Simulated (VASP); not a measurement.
ErH2: single point with HSE06

ErH2:

```
Er H
1.0
     0.00000    2.53952    2.53952
     2.53952    0.00000    2.53952
     2.53952    2.53952    0.00000
Er H
1 2
Direct
  0.00000 0.00000 0.00000
  0.25000 0.25000 0.25000
  0.75000 0.75000 0.75000
```

- Program: VASP 6.6.1
- Task: single point
- Functional: HSE06
- Potentials or basis: VASP PAW PBE potentials, release 64 (Er, H)
- Cutoff: 520 eV
- k mesh: 4 × 4 × 4
- Occupations: fermi-dirac, width 0.0356 eV
- Spin: collinear spin, typed start
- Starting moments: [2.98, 0.0, 0.0] μB
- Dipole correction: no
- Exchange at q = 0: truncated
- Grid for exact exchange (PRECFOCK): Normal
- Screening parameter: 0.2079 1/A
- Further INCAR settings: ALGO = Normal; EDIFF = 1e-06; NBANDS = 23

```yaml
Pressure: 3.3 GPa
Band_gap_on_the_k_mesh: none (metal or under the smearing width)
Net_moment: 3.03 μB per cell
Site_moments: Er +2.99; H -0.01 μB
Valence_electrons_inside_the_program's_atomic_spheres: Er 19.42; H 0.58
```

Levels at points of the mesh, in eV from the Fermi level:
Spin up:
```csv
k point,band 10,band 11,band 12,band 13,band 14,band 15,band 16,band 17
"(0.00, 0.00, 0.00)",-7.72,-7.72,-7.72,-0.89,2.03,2.03,2.03,5.11
"(0.50, 0.00, 0.00)",-7.67,-7.67,-7.13,-4.25,2.08,2.08,5.43,6.66
"(0.50, 0.50, 0.00)",-7.68,-7.68,-5.93,-4.38,-2.21,6.93,6.94,6.94
```
Spin down:
```tsv
k point	band 7	band 8	band 9	band 10	band 11	band 12	band 13	band 14
(0.00, 0.00, 0.00)	-5.77	-5.77	-5.77	-0.83	2.36	2.36	2.36	2.52
(0.50, 0.00, 0.00)	-5.85	-5.71	-5.71	-4.02	2.29	2.29	2.36	2.36
(0.50, 0.50, 0.00)	-5.88	-5.71	-5.71	-4.08	-2.03	2.26	2.26	2.32
```

Wall time 29 min on 1 thread of Intel(R) Xeon(R) Platinum 8559C (Emerald Rapids) (shared host), peak memory 0.3 GiB.

Caveat: the k mesh is coarse (spacing up to 0.54 Å⁻¹), so the values aren't converged, least of all with exact exchange; the magnetic or orbital state may not be the lowest; the PAW data sets were made with another functional, which shifts forces and pressure a little; spin-orbit coupling is left out, which moves the levels of the heavy elements. The state reached can hang on the start; a lower one may exist.
